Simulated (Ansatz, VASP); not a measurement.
## Pt: VASP and Ansatz over several settings

```
Pt
1.0
     0.00000    1.97389    1.97389
     1.97389    0.00000    1.97389
     1.97389    1.97389    0.00000
Pt
1
Cartesian
  0.0000 0.0000 0.0000
```

Change from the starting cell: volume scaled by 1.02.

Single points on this cell with VASP 6.6.1 and Ansatz 0.2.0. Each row is one pair of runs. Alike in all rows: spin: off; k mesh: 12 × 12 × 12; smearing: fermi-dirac, width 0.05 eV; VASP's potentials, cutoff: VASP PAW PBE potentials, release 64 (Pt), 520 eV.

| level | Ansatz's potentials, cutoff | gap on the k mesh at the Fermi level (eV), VASP | gap on the k mesh at the Fermi level (eV), Ansatz | pressure (GPa), VASP | pressure (GPa), Ansatz |
| --- | --- | --- | --- | --- | --- |
| PBE | Ansatz PAW, 420 eV | none | none | 4.1 | 4.6 |
| PBE | PseudoDojo standard (PBE files), 1143 eV | none | none | 4.1 | 4.0 |
| PBEsol | Ansatz PAW, 420 eV | none | none | -6.3 | -5.9 |

Pressure (GPa): the two programs differ by at most 0.51.

A gap of «none» marks a metal or a gap that the smearing closes.

Caveats: the PAW data sets were made with another functional, which shifts forces and pressure a little (VASP); the PAW data sets come from PBE, with cores solved anew for the run's functional, which leaves a small shift of forces and pressure (Ansatz).
